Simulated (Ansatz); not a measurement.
# Si (divacancy in Si, 64 sites): the cost of one run

Program: Ansatz 0.2.0. Level of theory: DFT PBE, scalar-relativistic, plane waves, PAW, and further levels as typed in the inputs. These are calculated values, not measurements.

1 further run of the same task is left out (for a known fault of the program).

## 1. The system as given

Symmetry: P1, No. 1, triclinic system. The conventional cell has a = 10.862 Å, b = 10.862 Å, c = 10.862 Å, α = 90.00°, β = 90.00°, γ = 90.00°. Si (site symmetry 1) has 3 Si at 2.28 to 2.43 Å as nearest neighbours. Si (site symmetry 1) is surrounded by 3 Si at 2.27 to 2.36 Å. Around Si (site symmetry 1) lie 3 Si at 2.34 to 2.41 Å. Si (site symmetry 1) has 4 Si at 2.28 to 2.34 Å as nearest neighbours. Si (site symmetry 1) has 4 Si at 2.28 to 2.39 Å as nearest neighbours. Around Si (site symmetry 1) lie 4 Si at 2.32 to 2.41 Å. Si (site symmetry 1) is surrounded by 4 Si at 2.33 to 2.40 Å. Si (site symmetry 1) is surrounded by 4 Si at 2.34 to 2.39 Å. Only part of the 62 independent sites is listed.

The input asks for a charge of -2 e on the cell.

Structure file:

```cif
data_structure
_symmetry_space_group_name_H-M 'P 1'
_symmetry_Int_Tables_number 1
_cell_length_a 10.8620
_cell_length_b 10.8620
_cell_length_c 10.8620
_cell_angle_alpha 90.000
_cell_angle_beta 90.000
_cell_angle_gamma 90.000
_cell_volume 1281.53
loop_
_atom_site_label
_atom_site_type_symbol
_atom_site_fract_x
_atom_site_fract_y
_atom_site_fract_z
_atom_site_occupancy
Si1 Si 0.00122 0.24909 0.25671 1
Si2 Si 0.24930 0.00030 0.25437 1
Si3 Si 0.24749 0.24837 0.00052 1
Si4 Si 0.12409 0.37171 0.37443 1
Si5 Si 0.37401 0.12667 0.37040 1
Si6 Si 0.37307 0.37818 0.13013 1
Si7 Si 0.99583 0.00178 0.49729 1
Si8 Si 0.99763 0.24759 0.74883 1
Si9 Si 0.25275 0.00197 0.75016 1
Si10 Si 0.24900 0.25001 0.49971 1
Si11 Si 0.12719 0.12326 0.62498 1
Si12 Si 0.12472 0.37486 0.87569 1
Si13 Si 0.37555 0.12869 0.87476 1
Si14 Si 0.37931 0.37416 0.62368 1
Si15 Si 0.00028 0.50098 0.00074 1
Si16 Si 0.00357 0.75315 0.25137 1
Si17 Si 0.24907 0.49972 0.25390 1
Si18 Si 0.25061 0.74638 0.99810 1
Si19 Si 0.12340 0.62818 0.12470 1
Si20 Si 0.13124 0.87681 0.37534 1
Si21 Si 0.37380 0.62769 0.37434 1
Si22 Si 0.37272 0.87657 0.12504 1
Si23 Si 0.00328 0.49980 0.49210 1
Si24 Si 0.00218 0.74481 0.75425 1
Si25 Si 0.25503 0.49882 0.74678 1
Si26 Si 0.24614 0.75241 0.49944 1
Si27 Si 0.12335 0.62433 0.63077 1
Si28 Si 0.12596 0.87706 0.87715 1
Si29 Si 0.37781 0.62793 0.87304 1
Si30 Si 0.37441 0.87290 0.62304 1
Si31 Si 0.50315 0.99861 0.99978 1
Si32 Si 0.49809 0.24836 0.25218 1
Si33 Si 0.74877 0.99867 0.25136 1
Si34 Si 0.75138 0.25219 0.00047 1
Si35 Si 0.62016 0.12674 0.12638 1
Si36 Si 0.62781 0.37266 0.38196 1
Si37 Si 0.87160 0.12701 0.37513 1
Si38 Si 0.87365 0.37725 0.12422 1
Si39 Si 0.49355 0.99678 0.50126 1
Si40 Si 0.50618 0.24591 0.74995 1
Si41 Si 0.75401 0.00168 0.74896 1
Si42 Si 0.74607 0.24508 0.49793 1
Si43 Si 0.62398 0.11879 0.62032 1
Si44 Si 0.62584 0.37387 0.87292 1
Si45 Si 0.87387 0.12276 0.87756 1
Si46 Si 0.87953 0.38073 0.62696 1
Si47 Si 0.50206 0.50404 0.00480 1
Si48 Si 0.50405 0.75335 0.24825 1
Si49 Si 0.74558 0.50242 0.24974 1
Si50 Si 0.74985 0.74754 0.99641 1
Si51 Si 0.62887 0.62628 0.12206 1
Si52 Si 0.62608 0.87584 0.37644 1
Si53 Si 0.88117 0.62490 0.37147 1
Si54 Si 0.87510 0.87321 0.12652 1
Si55 Si 0.50058 0.50096 0.49843 1
Si56 Si 0.50114 0.74859 0.75143 1
Si57 Si 0.74917 0.49691 0.75138 1
Si58 Si 0.74805 0.75399 0.50122 1
Si59 Si 0.62629 0.62528 0.62484 1
Si60 Si 0.61841 0.87838 0.87275 1
Si61 Si 0.87764 0.62324 0.87460 1
Si62 Si 0.87438 0.87213 0.62453 1
```

## 2. Relaxing the atoms: Si62 defect cell, no spin, charge -2

Contents of input.yaml:

```yaml
crystal:
  lattice:
    - [10.862, 0.0, 0.0]
    - [0.0, 10.862, 0.0]
    - [0.0, 0.0, 10.862]
  atoms:
    - { symbol: Si, position: [0.001218636, 0.2490861623, 0.2567136011] }
    - { symbol: Si, position: [0.2493037411, 0.0003027339, 0.2543706899] }
    - { symbol: Si, position: [0.2474887707, 0.2483659455, 0.0005181455] }
    - { symbol: Si, position: [0.1240889248, 0.3717056768, 0.374434147] }
    - { symbol: Si, position: [0.3740089423, 0.1266667417, 0.3704019834] }
    - { symbol: Si, position: [0.3730661599, 0.3781800525, 0.1301298039] }
    - { symbol: Si, position: [-0.0041737605, 0.0017810187, 0.4972916372] }
    - { symbol: Si, position: [-0.0023665618, 0.2475919374, 0.7488330659] }
    - { symbol: Si, position: [0.2527520894, 0.0019676522, 0.7501633518] }
    - { symbol: Si, position: [0.2489965636, 0.2500090835, 0.4997074284] }
    - { symbol: Si, position: [0.1271903516, 0.1232556482, 0.6249828901] }
    - { symbol: Si, position: [0.1247208591, 0.374855529, 0.8756883198] }
    - { symbol: Si, position: [0.3755459218, 0.128686748, 0.8747600563] }
    - { symbol: Si, position: [0.3793128309, 0.3741552577, 0.6236805429] }
    - { symbol: Si, position: [0.000278231, 0.5009816934, 0.0007446485] }
    - { symbol: Si, position: [0.0035683025, 0.7531467768, 0.251365606] }
    - { symbol: Si, position: [0.2490710654, 0.499722111, 0.2539036955] }
    - { symbol: Si, position: [0.2506110867, 0.7463797465, -0.0019045256] }
    - { symbol: Si, position: [0.1234049533, 0.6281823, 0.1247040214] }
    - { symbol: Si, position: [0.1312422393, 0.876813532, 0.3753447068] }
    - { symbol: Si, position: [0.3737966196, 0.6276850837, 0.3743351745] }
    - { symbol: Si, position: [0.3727238351, 0.8765691384, 0.1250352375] }
    - { symbol: Si, position: [0.0032840933, 0.499796741, 0.492101764] }
    - { symbol: Si, position: [0.0021801687, 0.7448138256, 0.7542499249] }
    - { symbol: Si, position: [0.2550304679, 0.4988205725, 0.7467831838] }
    - { symbol: Si, position: [0.2461413901, 0.7524102043, 0.4994417653] }
    - { symbol: Si, position: [0.1233473764, 0.6243276937, 0.6307683153] }
    - { symbol: Si, position: [0.1259581642, 0.8770596399, 0.8771457584] }
    - { symbol: Si, position: [0.3778128, 0.6279313702, 0.8730377469] }
    - { symbol: Si, position: [0.374405668, 0.8728988391, 0.6230358224] }
    - { symbol: Si, position: [0.5031527557, -0.0013858098, -0.0002186099] }
    - { symbol: Si, position: [0.4980864675, 0.2483610677, 0.252177052] }
    - { symbol: Si, position: [0.748769757, -0.0013315785, 0.2513631679] }
    - { symbol: Si, position: [0.7513823071, 0.2521886097, 0.0004716381] }
    - { symbol: Si, position: [0.620156304, 0.1267408299, 0.1263763466] }
    - { symbol: Si, position: [0.627812017, 0.3726621195, 0.3819622748] }
    - { symbol: Si, position: [0.8715962453, 0.1270077884, 0.3751269248] }
    - { symbol: Si, position: [0.8736545775, 0.3772540942, 0.1242227119] }
    - { symbol: Si, position: [0.493549194, -0.0032239324, 0.501264016] }
    - { symbol: Si, position: [0.5061810871, 0.2459088772, 0.7499531983] }
    - { symbol: Si, position: [0.7540068133, 0.0016761287, 0.7489625644] }
    - { symbol: Si, position: [0.7460727549, 0.2450805985, 0.4979343423] }
    - { symbol: Si, position: [0.6239824815, 0.1187881105, 0.6203222011] }
    - { symbol: Si, position: [0.6258386535, 0.3738703949, 0.8729152166] }
    - { symbol: Si, position: [0.8738744637, 0.1227555936, 0.8775617277] }
    - { symbol: Si, position: [0.8795294257, 0.380727165, 0.6269604065] }
    - { symbol: Si, position: [0.5020635774, 0.504040956, 0.0048014605] }
    - { symbol: Si, position: [0.504046782, 0.7533482326, 0.2482471391] }
    - { symbol: Si, position: [0.745581757, 0.5024226279, 0.2497408421] }
    - { symbol: Si, position: [0.7498462409, 0.747543489, -0.0035931268] }
    - { symbol: Si, position: [0.6288726753, 0.6262845728, 0.1220584627] }
    - { symbol: Si, position: [0.6260783114, 0.8758440439, 0.3764413077] }
    - { symbol: Si, position: [0.8811681205, 0.6249041555, 0.3714657802] }
    - { symbol: Si, position: [0.8751009279, 0.8732148133, 0.1265151017] }
    - { symbol: Si, position: [0.5005815019, 0.5009570109, 0.4984338487] }
    - { symbol: Si, position: [0.5011425487, 0.7485907124, 0.7514286301] }
    - { symbol: Si, position: [0.7491686472, 0.4969110483, 0.7513768835] }
    - { symbol: Si, position: [0.7480498236, 0.7539878874, 0.5012234108] }
    - { symbol: Si, position: [0.6262917655, 0.6252799064, 0.6248360744] }
    - { symbol: Si, position: [0.6184081263, 0.8783755401, 0.8727520383] }
    - { symbol: Si, position: [0.8776411209, 0.6232364835, 0.874604696] }
    - { symbol: Si, position: [0.8743808051, 0.8721317568, 0.624525753] }
  symmetry: { detect: false }
total_charge: -2
scf:
  occupations: { method: fixed }
output:
  forces: true
  stress: false
  eigenvalues: true
  efg: {}
  charged_corrections: { epsilon: 11.7 }
kpoints:
  mp_grid: { grid: [2, 2, 2], shift: [0.5, 0.5, 0.5] }
hamiltonian:
  xc: pbe
relax:
  f_tol: 0.01
  max_steps: 120
```

Launch:

```bash
$ ansatz run input.yaml --threads 8 --pin off --max-ram 24576MiB --backend cpu --events-out ev --progress --plain --runs-dir out
```

What time and memory should one allow on 8 threads of Arm Neoverse V1, shared host?

About 6.5 min, with a peak of 4.2 GiB.
